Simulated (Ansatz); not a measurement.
## BaTiO3 in Ansatz: the effect of target pressure

Crystal: BaTiO3.

```
CELL_PARAMETERS angstrom
4.00730 0.00000 0.00000
0.00000 4.00730 0.00000
0.00000 0.00000 4.00730
ATOMIC_POSITIONS crystal
Ba 0.50903 0.45529 0.50668
Ti 0.94374 0.06998 0.95431
O 0.52053 0.00683 0.05543
O 0.01265 0.49197 0.05272
O 0.01405 0.97593 0.43085
```

The cell isn't the ideal one: all atoms moved at random, sigma 0.15 Å a component.

Alike in all runs:

| Item | Value |
| --- | --- |
| Program | Ansatz 0.2.0 |
| Task | relaxation of cell and atoms |
| Functional | r2SCAN |
| Potentials or basis | Ansatz PAW |
| Cutoff | 500 eV (not typed: the program's choice for these potentials) |
| k mesh | 7 × 7 × 7 |
| Occupations | fermi-dirac, width 0.05 eV |
| Spin | no spin polarisation |

Each run relaxes the cell or the atoms first.

```tsv
target pressure	relaxed volume (Å³/atom)	gap on the mesh (eV)
0 GPa	13.03	2.93
2 GPa	?	?
5 GPa	12.54	2.69
10 GPa	12.16	2.50
20 GPa	11.64	2.39
30 GPa	11.24	2.41
```

Q: What does the run with target pressure 2 GPa give?

A: Relaxed volume 12.82 Å³/atom; gap on the mesh 2.83 eV.

Worked out: In Murnaghan's law V^(-B') rises as a straight line in P. The other rows fit best with B' = 7.4, V0 = 13.03 Å³/atom and B0 = 112 GPa, which gives 12.81 Å³/atom at 2 GPa, against the run's 12.82. A parabola through the other rows of the gap on the mesh, of slope -0.0459 eV per GPa there, gives 2.82 eV, against the run's 2.83.

Caveats: odd divisions of the mesh miss points on the zone boundary, where band edges often lie, so the gap on the mesh can be too wide; the plane-wave basis is chosen anew once the cell has moved, so the energies of steps on either side of that aren't comparable; spin-orbit coupling is left out, which moves the levels of the heavy elements; the PAW data sets come from PBE, with cores solved anew for the run's functional, which leaves a small shift of forces and pressure.

A k mesh can miss the band edges.
